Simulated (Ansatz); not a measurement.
Crystal: WS2 (Tungstenite).

```
CELL_PARAMETERS angstrom
3.18000 0.00000 0.00000
-1.59000 2.75396 0.00000
0.00000 0.00000 12.50000
ATOMIC_POSITIONS crystal
W 0.66667 0.33333 0.75000
W 0.33333 0.66667 0.25000
S 0.66667 0.33333 0.37500
S 0.33333 0.66667 0.87500
S 0.66667 0.33333 0.12500
S 0.33333 0.66667 0.62500
```

Base run:

* Program: Ansatz 0.2.0
* Functional: PBEsol
* Potentials or basis: Ansatz PAW
* Cutoff: 420 eV (not typed: the program's choice for these potentials)
* k mesh: 10 × 10 × 3
* Occupations: fermi-dirac, width 0.05 eV
* Spin: no spin polarisation

Its results: band gap on the k mesh 1.07 eV, indirect (least direct gap 2.08 eV); pressure -2.7 GPa; largest force 0.154 eV/Å.

Task: The run is repeated on the same cell with these changes: functional from PBEsol to r2SCAN; cutoff from 420 eV (not typed: the program's choice for these potentials) to 500 eV (not typed: the program's choice for these potentials). What comes out?

Result: Band gap on the k mesh 1.23 eV, indirect (least direct gap 2.21 eV); pressure 0.2 GPa; largest force 0.116 eV/Å.

r2SCAN gives the wider gap, since meta-GGAs in the generalised Kohn-Sham scheme recover part of the derivative discontinuity.

Caveats: the k mesh misses the band edges, so the gap on the mesh is wider than the one along the path; spin-orbit coupling is left out, which moves the levels of the heavy elements; the PAW data sets come from PBE, with cores solved anew for the run's functional, which leaves a small shift of forces and pressure; this functional lacks dispersion, which binds the layers, so the pressure and a relaxed spacing across them are unreliable (some runs).
